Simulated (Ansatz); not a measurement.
# YN under changes of volume

One of the cells (14.500 Å³/atom); the others are scaled copies at fixed shape and fractional positions:

```
Y N
1.0
     0.00000    2.43850    2.43850
     2.43850    0.00000    2.43850
     2.43850    2.43850    0.00000
Y N
1 1
Direct
  0.00000 0.00000 0.00000
  0.50000 0.50000 0.50000
```

* Program: Ansatz 0.2.0
* Functional: r2SCAN
* Potentials or basis: Ansatz PAW
* Cutoff: 500 eV (not typed: the program's choice for these potentials)
* k mesh: 9 × 9 × 9
* Occupations: fermi-dirac, width 0.05 eV
* Spin: no spin polarisation

```tsv
volume (Å³/atom)	energy over the lowest point (meV/atom)	pressure (GPa)	gap on the mesh (eV)
13.630	?	?	?
13.920	21.60	9.9	0.55
14.210	7.49	5.8	0.59
14.500	0.52	2.0	0.62
14.790	0.00	-1.4	0.66
15.080	5.30	-4.4	0.68
15.370	15.86	-7.2	0.71
```

Task: What does the run at 13.630 Å³/atom give?

Result: Energy over the lowest point 43.65 meV/atom; pressure 14.5 GPa; gap on the mesh 0.51 eV.

Worked out: A Birch-Murnaghan fit of order 3 (a polynomial in V^(-2/3)) to the other rows has its minimum at 14.67 Å³/atom with B0 = V·E''(V) = 170 GPa and B' = 4.2. It gives 43.63 meV/atom at 13.630 Å³/atom, against the run's 43.65, and -dE/dV = 14.5 GPa, against 14.5. A parabola through the other rows of the gap, of slope 2.07 eV per unit of ln V there, extrapolates to 0.51 eV, against the run's 0.51.

Energies are extrapolated to zero smearing.

Caveats: odd divisions of the mesh miss points on the zone boundary, where band edges often lie, so the gap on the mesh can be too wide; the PAW data sets come from PBE, with cores solved anew for the run's functional, which leaves a small shift of forces and pressure.

A mesh can miss the band edges. Spin-orbit coupling on Y is left out.
